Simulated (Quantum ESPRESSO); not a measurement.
# Ge (Fd-3m) in Quantum ESPRESSO: further runs, part 2 of 2

Quantum ESPRESSO 7.5. The steps go on from the part before.

**3. Single point, LDA, 21.28 Å³/atom**

File pw.in:

```
&CONTROL
  calculation = 'scf'
  prefix = 'pwscf'
  outdir = './tmp'
  pseudo_dir = './pseudo'
  tstress = .true.
  disk_io = 'nowf'
/
&SYSTEM
  ibrav = 0
  nat = 2
  ntyp = 1
  ecutwfc = 45
  ecutrho = 360
  nbnd = 21
  occupations = 'smearing'
  smearing = 'fd'
  degauss = 0.00367493
/
&ELECTRONS
  conv_thr = 4d-10
  electron_maxstep = 120
  mixing_beta = 0.5
/
ATOMIC_SPECIES
Ge    72.6300 ge_lda_v1.4.uspp.F.UPF
CELL_PARAMETERS angstrom
   0.0000000000    2.7711609388    2.7711609388
   2.7711609388    0.0000000000    2.7711609388
   2.7711609388    2.7711609388    0.0000000000
ATOMIC_POSITIONS crystal
Ge     0.7500000000    0.7500000000    0.7500000000
Ge     0.5000000000    0.5000000000    0.5000000000
K_POINTS automatic
8 8 8 0 0 0
```

Potentials or basis: GBRV 1.5 LDA.

On the command line:

```
> OMP_NUM_THREADS=1 mpirun -n 2 pw.x -nk 2 -in pw.in > pw.out
```

pw.out:

```text
This program is part of the open-source Quantum ESPRESSO suite
     for quantum simulation of materials; please cite
[... 13 lines left out ...]
     --------------------
     sticks:   dense  smooth     PW     G-vecs:    dense   smooth      PW
     Sum        1369     673    211                33223    11791    2085

     Using Slab Decomposition

     bravais-lattice index     =            0
     lattice parameter (alat)  =       7.4059  a.u.
     unit-cell volume          =     287.2181 (a.u.)^3
     number of atoms/cell      =            2
     number of atomic types    =            1
     number of electrons       =        28.00
     number of Kohn-Sham states=           21
     kinetic-energy cutoff     =      45.0000  Ry
     charge density cutoff     =     360.0000  Ry
     scf convergence threshold =      4.0E-10
     mixing beta               =       0.5000
     number of iterations used =            8  plain     mixing
     Exchange-correlation=  SLA  PZ   NOGX NOGC
                           (   1   1   0   0   0   0   0)

     celldm(1)=   7.405862  celldm(2)=   0.000000  celldm(3)=   0.000000
     celldm(4)=   0.000000  celldm(5)=   0.000000  celldm(6)=   0.000000

     crystal axes: (cart. coord. in units of alat)
               a(1) = (   0.000000   0.707107   0.707107 )
               a(2) = (   0.707107   0.000000   0.707107 )
               a(3) = (   0.707107   0.707107   0.000000 )

     reciprocal axes: (cart. coord. in units 2 pi/alat)
               b(1) = ( -0.707107  0.707107  0.707107 )
               b(2) = (  0.707107 -0.707107  0.707107 )
               b(3) = (  0.707107  0.707107 -0.707107 )

     PseudoPot. # 1 for Ge read from file:
     ge_lda_v1.4.uspp.F.UPF
     Pseudo is Ultrasoft + core correction, Zval = 14.0
     Generated by new atomic code, or converted to UPF format
     Using radial grid of  873 points,  6 beta functions with:
                l(1) =   0
                l(2) =   0
                l(3) =   1
                l(4) =   1
                l(5) =   2
                l(6) =   2
     Q(r) pseudized with  8 coefficients,  rinner =    1.400   1.400   1.400
                                                       1.400   1.400

     atomic species   valence    mass     pseudopotential
     Ge               14.00    72.63000     Ge( 1.00)

     48 Sym. Ops., with inversion, found (24 have fractional translation)

   Cartesian axes

     site n.     atom                  positions (alat units)
         1        Ge     tau(   1) = (   1.0606602   1.0606602   1.0606602  )
         2        Ge     tau(   2) = (   0.7071068   0.7071068   0.7071068  )

     number of k points=    29  Fermi-Dirac smearing, width (Ry)=  0.0037
                       cart. coord. in units 2pi/alat
        k(    1) = (   0.0000000   0.0000000   0.0000000), wk =   0.0039062
        k(    2) = (   0.0883883   0.0883883  -0.0883883), wk =   0.0312500
        k(    3) = (   0.1767767   0.1767767  -0.1767767), wk =   0.0312500
        k(    4) = (   0.2651650   0.2651650  -0.2651650), wk =   0.0312500
        k(    5) = (  -0.3535534  -0.3535534   0.3535534), wk =   0.0156250
        k(    6) = (   0.1767767   0.0000000   0.0000000), wk =   0.0234375
[... 21 lines left out ...]
        k(   28) = (  -0.7071068   0.1767767  -0.0000000), wk =   0.0468750
        k(   29) = (  -0.7071068   0.3535534   0.0000000), wk =   0.0234375

     Dense  grid:    33223 G-vectors     FFT dimensions: (  48,  48,  48)

     Smooth grid:    11791 G-vectors     FFT dimensions: (  32,  32,  32)

     Initial potential from superposition of free atoms

     starting charge      27.9986, renormalised to      28.0000
     Starting wfcs are   18 randomized atomic wfcs +    3 random wfcs

     Self-consistent Calculation

     iteration #  1     ecut=    45.00 Ry     beta= 0.50
     Davidson diagonalization with overlap
     ethr =  1.00E-02,  avg # of iterations =  4.5

     Threshold (ethr) on eigenvalues was too large:
     Diagonalizing with lowered threshold

     Davidson diagonalization with overlap
     ethr =  1.36E-04,  avg # of iterations =  2.2

     total energy              =    -426.17001594 Ry
     estimated scf accuracy    <       0.03848121 Ry
[... 36 lines left out ...]
     iteration #  7     ecut=    45.00 Ry     beta= 0.50
     Davidson diagonalization with overlap
     ethr =  1.82E-10,  avg # of iterations =  2.0

     End of self-consistent calculation

          k = 0.0000 0.0000 0.0000 (  1459 PWs)   bands (ev):

   -16.0035 -16.0035 -16.0035 -15.9616 -15.9616 -15.7148 -15.7148 -15.7148
   -15.6950 -15.6950  -4.3144   8.9913   8.9913   8.9913   9.3732  11.5433
    11.5433  11.5433  15.3468  18.6748  18.6748

          k = 0.0884 0.0884-0.0884 (  1444 PWs)   bands (ev):
[... 19 lines left out ...]
   -16.0318 -16.0318 -15.9835 -15.9125 -15.9125 -15.7520 -15.7520 -15.7393
   -15.6657 -15.6657  -2.0713   1.0443   7.4890   7.4890   9.2315  12.7387
    12.7387  15.9929  19.7887  20.4942  20.4942

          k = 0.1768 0.0000 0.0000 (  1439 PWs)   bands (ev):

   -16.0128 -16.0100 -16.0100 -15.9509 -15.9333 -15.7544 -15.7047 -15.7044
   -15.7044 -15.6785  -4.0446   6.6607   8.0388   8.0388  10.8297  11.5049
    12.8277  12.8277  16.3906  16.6569  18.9493

          k = 0.2652 0.0884-0.0884 (  1457 PWs)   bands (ev):
[... 25 lines left out ...]
   -16.0357 -16.0326 -15.9795 -15.9247 -15.9035 -15.7687 -15.7519 -15.7257
   -15.6709 -15.6593  -3.0834   3.3125   6.2504   7.9999  10.7444  12.8127
    12.9943  14.8210  16.6474  17.9762  19.6872

          k = 0.0000-0.1768 0.1768 (  1456 PWs)   bands (ev):

   -16.0265 -16.0176 -15.9962 -15.9393 -15.9255 -15.7513 -15.7403 -15.7013
   -15.6935 -15.6684  -3.7809   5.3161   7.0963   8.5849  10.8808  12.1406
    12.3123  13.9404  16.5875  17.5515  17.7218

          k = 0.3536 0.0000 0.0000 (  1475 PWs)   bands (ev):

   -16.0245 -16.0245 -16.0122 -15.9209 -15.8795 -15.8170 -15.7324 -15.6812
   -15.6807 -15.6807  -3.2438   4.2204   6.7972   6.7972   9.8739  11.7760
    15.0274  15.0274  16.3158  19.2992  19.7751

          k = 0.4419 0.0884-0.0884 (  1460 PWs)   bands (ev):
[... 13 lines left out ...]
   -16.0606 -16.0430 -15.9456 -15.8780 -15.8664 -15.8105 -15.7957 -15.7567
   -15.6506 -15.6356  -1.4709   1.1347   4.5298   6.7576  10.5575  14.1764
    14.7942  15.9696  16.8592  18.1531  21.0064

          k = 0.0000-0.3536 0.3536 (  1464 PWs)   bands (ev):

   -16.0511 -16.0426 -15.9526 -15.9094 -15.8763 -15.7917 -15.7710 -15.7523
   -15.6514 -15.6482  -2.3078   2.2778   4.8227   7.3768  10.9865  13.8928
    14.2417  14.3957  16.7156  18.6665  21.2407

          k = 0.5303-0.0000 0.0000 (  1455 PWs)   bands (ev):

   -16.0375 -16.0375 -15.9894 -15.8844 -15.8764 -15.8178 -15.7744 -15.7095
   -15.6582 -15.6582  -1.9404   1.9022   5.9766   5.9766   9.4017  10.4368
    17.3471  17.3471  18.6692  21.1581  21.7147

          k =-0.0884-0.6187 0.6187 (  1466 PWs)   bands (ev):

   -16.0509 -16.0417 -15.9587 -15.9029 -15.8521 -15.7998 -15.7979 -15.7422
   -15.6512 -15.6430  -1.0563   0.7938   5.1502   5.8841   9.7367  10.8544
    17.1928  17.6021  19.9541  21.1715  21.3950

          k = 0.0000-0.5303 0.5303 (  1472 PWs)   bands (ev):

   -16.0632 -16.0440 -15.9418 -15.8721 -15.8391 -15.8242 -15.8171 -15.7592
   -15.6484 -15.6313  -0.6719   0.4257   4.3081   6.1657  10.0208  13.1216
    16.4764  16.6186  17.3935  18.9747  23.0529

          k =-0.7071 0.0000 0.0000 (  1476 PWs)   bands (ev):

   -16.0426 -16.0426 -15.9449 -15.9449 -15.8250 -15.8250 -15.7580 -15.7580
   -15.6493 -15.6493  -0.1928  -0.1928   5.6945   5.6945   9.5722   9.5722
    18.9102  18.9102  21.0520  21.0521  22.1325

          k = 0.3536 0.1768 0.0000 (  1462 PWs)   bands (ev):

   -16.0373 -16.0338 -15.9844 -15.9187 -15.8847 -15.8043 -15.7404 -15.7194
   -15.6695 -15.6590  -3.0024   3.5070   5.9069   7.2557  11.3228  11.9716
    13.6124  14.7064  17.2386  19.2853  19.6457

          k =-0.2652-0.4419 0.6187 (  1464 PWs)   bands (ev):
[... 19 lines left out ...]
   -16.0610 -16.0497 -15.9326 -15.8675 -15.8565 -15.8267 -15.8031 -15.7657
   -15.6441 -15.6336  -0.9186   0.7106   4.5258   5.6619  11.2480  13.2964
    14.1684  16.3059  18.1401  21.0125  21.5824

          k = 0.0000-0.3536 0.5303 (  1472 PWs)   bands (ev):

   -16.0614 -16.0492 -15.9332 -15.8738 -15.8419 -15.8396 -15.7987 -15.7650
   -15.6447 -15.6341  -1.2652   1.0896   4.3619   6.0514  11.6792  13.6019
    14.0410  15.9759  17.4245  18.9159  22.7238

          k =-0.7071 0.1768-0.0000 (  1460 PWs)   bands (ev):

   -16.0519 -16.0519 -15.9220 -15.9220 -15.8272 -15.8272 -15.7774 -15.7774
   -15.6412 -15.6412  -0.1360  -0.1360   5.1738   5.1738  10.8515  10.8515
    16.8488  16.8488  20.4391  20.4392  22.2764

          k =-0.7071 0.3536 0.0000 (  1448 PWs)   bands (ev):

   -16.0593 -16.0593 -15.8940 -15.8940 -15.8350 -15.8350 -15.7968 -15.7968
   -15.6345 -15.6345  -0.0757  -0.0757   4.7708   4.7708  13.4805  13.4805
    13.6811  13.6811  20.4149  20.4150  22.3635

     the Fermi energy is     9.0983 ev

!    total energy              =    -426.16911798 Ry
     estimated scf accuracy    <          3.8E-10 Ry
     smearing contrib. (-TS)   =      -0.00003396 Ry
     internal energy E=F+TS    =    -426.16908402 Ry

     The total energy is F=E-TS. E is the sum of the following terms:
     one-electron contribution =    -272.33030584 Ry
     hartree contribution      =     162.39503355 Ry
     xc contribution           =    -114.61727547 Ry
     ewald contribution        =    -201.61653625 Ry

     convergence has been achieved in   7 iterations

     Computing stress (Cartesian axis) and pressure

          total   stress  (Ry/bohr**3)                   (kbar)     P=       31.24
   0.00021237  -0.00000000  -0.00000000           31.24       -0.00       -0.00
  -0.00000000   0.00021237  -0.00000000           -0.00       31.24       -0.00
  -0.00000000  -0.00000000   0.00021237           -0.00       -0.00       31.24

=------------------------------------------------------------------------------=
   JOB DONE.
=------------------------------------------------------------------------------=
```

Wall time 5.1 s (2 MPI ranks of Intel Xeon 6975P-C (Granite Rapids), shared host); peak memory 0.24 GiB.

What came out:

* Free energy: -5798.3262 eV
* Pressure: 3.1 GPa
* Band gap on the k mesh: 0.24 eV, indirect (least direct gap 0.38 eV)

**4. Single point, LDA, 21.73 Å³/atom**

Edit pw.in of step 3 so:

```diff
@@ -27,5 +27,5 @@
 CELL_PARAMETERS angstrom
-   0.0000000000    2.7711609388    2.7711609388
-   2.7711609388    0.0000000000    2.7711609388
-   2.7711609388    2.7711609388    0.0000000000
+   0.0000000000    2.7906767997    2.7906767997
+   2.7906767997    0.0000000000    2.7906767997
+   2.7906767997    2.7906767997    0.0000000000
 ATOMIC_POSITIONS crystal
```

On the command line:

```
> OMP_NUM_THREADS=1 mpirun -n 2 pw.x -nk 2 -in pw.in > pw.out
```

Run time: 5.1 s. Hardware: 2 MPI ranks of Intel Xeon 6975P-C (Granite Rapids), shared host; peak memory 0.24 GiB.

The run converged. Its results:

* Free energy: -5798.3402 eV
* Pressure: 1.4 GPa
* Band gap on the k mesh: 0.17 eV, indirect (least direct gap 0.18 eV)

**5. Single point, LDA, 22.19 Å³/atom**

Edit pw.in of step 4 so:

```diff
@@ -27,5 +27,5 @@
 CELL_PARAMETERS angstrom
-   0.0000000000    2.7906767997    2.7906767997
-   2.7906767997    0.0000000000    2.7906767997
-   2.7906767997    2.7906767997    0.0000000000
+   0.0000000000    2.8099234548    2.8099234548
+   2.8099234548    0.0000000000    2.8099234548
+   2.8099234548    2.8099234548    0.0000000000
 ATOMIC_POSITIONS crystal
```

On the command line:

```
> OMP_NUM_THREADS=1 mpirun -n 2 pw.x -nk 2 -in pw.in > pw.out
```

Wall time 6.1 s (2 MPI ranks of Intel Xeon 6975P-C (Granite Rapids), shared host); peak memory 0.24 GiB.

Results (log left out):

```
Free energy            : -5798.3447 eV
Pressure               : -0.1 GPa
Band gap on the k mesh : none (metal or under the smearing width)
```

**6. Single point, LDA, 22.64 Å³/atom**

Edit pw.in of step 5 so:

```diff
@@ -27,5 +27,5 @@
 CELL_PARAMETERS angstrom
-   0.0000000000    2.8099234548    2.8099234548
-   2.8099234548    0.0000000000    2.8099234548
-   2.8099234548    2.8099234548    0.0000000000
+   0.0000000000    2.8289100000    2.8289100000
+   2.8289100000    0.0000000000    2.8289100000
+   2.8289100000    2.8289100000    0.0000000000
 ATOMIC_POSITIONS crystal
```

Potentials or basis: GBRV 1.5 LDA.

On the command line:

```
> OMP_NUM_THREADS=1 mpirun -n 2 pw.x -nk 2 -in pw.in > pw.out
```

Wall time 5.9 s (2 MPI ranks of Intel Xeon 6975P-C (Granite Rapids), shared host); peak memory 0.24 GiB.

The run converged. Its results:

```
Free energy            : -5798.3412 eV
Pressure               : -1.5 GPa
Band gap on the k mesh : none (metal or under the smearing width)
```

**7. Single point, LDA, 23.09 Å³/atom**

Edit pw.in of step 6 so:

```diff
@@ -27,5 +27,5 @@
 CELL_PARAMETERS angstrom
-   0.0000000000    2.8289100000    2.8289100000
-   2.8289100000    0.0000000000    2.8289100000
-   2.8289100000    2.8289100000    0.0000000000
+   0.0000000000    2.8476450493    2.8476450493
+   2.8476450493    0.0000000000    2.8476450493
+   2.8476450493    2.8476450493    0.0000000000
 ATOMIC_POSITIONS crystal
```

On the command line:

```
> OMP_NUM_THREADS=1 mpirun -n 2 pw.x -nk 2 -in pw.in > pw.out
```

It took 6.1 s on 2 MPI ranks of Intel Xeon 6975P-C (Granite Rapids), shared host; peak memory 0.24 GiB.

The run converged. Its results:

```yaml
Free_energy: -5798.3303 eV
Pressure: -2.7 GPa
Band_gap_on_the_k_mesh: none (metal or under the smearing width)
```

**8. Single point, LDA, 23.54 Å³/atom**

Edit pw.in of step 7 so:

```diff
@@ -27,5 +27,5 @@
 CELL_PARAMETERS angstrom
-   0.0000000000    2.8476450493    2.8476450493
-   2.8476450493    0.0000000000    2.8476450493
-   2.8476450493    2.8476450493    0.0000000000
+   0.0000000000    2.8661367691    2.8661367691
+   2.8661367691    0.0000000000    2.8661367691
+   2.8661367691    2.8661367691    0.0000000000
 ATOMIC_POSITIONS crystal
```

On the command line:

```
> OMP_NUM_THREADS=1 mpirun -n 2 pw.x -nk 2 -in pw.in > pw.out
```

Run time: 6.8 s. Hardware: 2 MPI ranks of Intel Xeon 6975P-C (Granite Rapids), shared host; peak memory 0.24 GiB.

The run converged. Its results:

```yaml
Free_energy: -5798.3130 eV
Pressure: -3.8 GPa
Band_gap_on_the_k_mesh: none (metal or under the smearing width)
```

**9. Single point, LDA, 24.00 Å³/atom**

Edit pw.in of step 8 so:

```diff
@@ -27,5 +27,5 @@
 CELL_PARAMETERS angstrom
-   0.0000000000    2.8661367691    2.8661367691
-   2.8661367691    0.0000000000    2.8661367691
-   2.8661367691    2.8661367691    0.0000000000
+   0.0000000000    2.8843929095    2.8843929095
+   2.8843929095    0.0000000000    2.8843929095
+   2.8843929095    2.8843929095    0.0000000000
 ATOMIC_POSITIONS crystal
```

Potentials or basis: GBRV 1.5 LDA.

On the command line:

```
> OMP_NUM_THREADS=1 mpirun -n 2 pw.x -nk 2 -in pw.in > pw.out
```

Wall time 6.2 s (2 MPI ranks of Intel Xeon 6975P-C (Granite Rapids), shared host); peak memory 0.24 GiB.

It converged, with:

```
Free energy            : -5798.2897 eV
Pressure               : -4.8 GPa
Band gap on the k mesh : none (metal or under the smearing width)
```

**10. Equation of state, LDA**

Potentials or basis: GBRV 1.5 LDA.

This step only gathers the single runs of the series.

What came out:

```yaml
Equilibrium_volume: 22.21 Å³/atom
Bulk_modulus: 71 GPa
Pressure_derivative_of_the_bulk_modulus: "4.6 (rough: it moves with the points fitted)"
```

Energy against volume, from the lowest point:
| volume (Å³/atom) | energy (meV/atom) |
| --- | --- |
| 21.281 | 9.23 |
| 21.733 | 2.26 |
| 22.186 | 0.00 |
| 22.639 | 1.73 |
| 23.092 | 7.20 |
| 23.545 | 15.84 |
| 23.997 | 27.48 |

**11. The reference run**

An earlier run on the cell as given: functional PBEsol; potentials or basis GBRV 1.5 PBEsol; cutoff 612 eV; density cutoff 4898 eV; k mesh 8 × 8 × 8; occupations fermi-dirac, width 0.05 eV; no spin polarisation.

- Pressure: 0.4 GPa
- Band gap on the k mesh: none (metal or under the smearing width)

**12. Summary**

| task | level | potentials or basis | form of the LDA correlation | gap on the mesh (eV) | pressure (GPa) |
| --- | --- | --- | --- | --- | --- |
| band structure | PBEsol | GBRV 1.5 PBEsol | - | none | 0.4 |
| equation of state | LDA | GBRV 1.5 LDA | PZ81 | - | - |
| single point | PBEsol | GBRV 1.5 PBEsol | - | none | 0.4 |

Alike in all rows: no spin polarisation; cell as given; k mesh 8 × 8 × 8; cutoff (eV) 612; smearing fermi-dirac 0.05 eV.

Caveats: this crystal is a semiconductor, whose small gap the functional closes, so the metal is an error of the method (some runs).

Total energies depend on the potentials used, so only differences within one code and one set of settings carry meaning.

**13. Comparison with measurements**

Step 2. Measured gap of Ge: 0.744 eV (indirect; 0 K; “Temperature-dependent photoluminescence in Ge: experiment and theory”, 2020, arxiv:2003.00143). This calculation gives 0.00 eV (-0.74 eV). 3 values of this kind are on record (0.666 to 0.807 eV); this one was drawn at random among those near their median. Spin-orbit coupling on Ge is left out. The value is that of PBEsol on a finite k mesh, which can miss the band edges, without temperature or zero-point motion. Semilocal functionals fall short of measured gaps as a rule.

Step 10. Measured bulk modulus of Ge: 75.8 GPa (quoted in “Sub-monolayer structures of Ag overlayers on Ge(111): experimental observations and first-principles study”, 2019, arxiv:1908.00180). This calculation gives 71 GPa (-6.7 %). The fit is for a static lattice scaled at fixed shape and fixed fractional positions. The cell as given is a measured one (22.64 Å³/atom); LDA puts the equilibrium volume -1.9 % from it, thermal expansion not counted.
